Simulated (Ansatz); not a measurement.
Crystal: Au.

```
Au
1.0
     0.00000    2.03500    2.03500
     2.03500    0.00000    2.03500
     2.03500    2.03500    0.00000
Au
1
Direct
  0.00000 0.00000 0.00000
```

- Program: Ansatz 0.2.0
- Task: relaxation of cell and atoms
- Functional: BLYP
- Dispersion: D4
- Potentials or basis: Ansatz PAW
- Cutoff: 420 eV (not typed: the program's choice for these potentials)
- k mesh: 11 × 11 × 11
- Occupations: fermi-dirac, width 0.05 eV
- Spin: no spin polarisation

At the start: volume 16.85 Å³/atom.

Problem. How do energy, volume and symmetry change on relaxing?

Solution. It ends after 5 steps and the volume is 17.89 Å³/atom (+6.1 %); space group Fm-3m (No. 225, to 0.05 Å).

Step by step:
```csv
step,energy change (eV),largest force (eV/Å),volume (Å³)
1,0.0000,0.0000,16.85
2,-0.0291,0.0000,18.11
3,-0.0303,0.0000,17.92
4,-0.0304,0.0000,17.89
5,-0.0308,0.0000,17.89
```

Final structure:
```
Au
1.0
     0.00000    2.07586    2.07586
     2.07586    0.00000    2.07586
     2.07586    2.07586    0.00000
Au
1
Cartesian
  0.0000 0.0000 0.0000
```

Caveat: the plane-wave basis is chosen anew once the cell has moved, so the energies of steps on either side of that aren't comparable; the PAW data sets come from PBE, with cores solved anew for the run's functional, which leaves a small shift of forces and pressure.
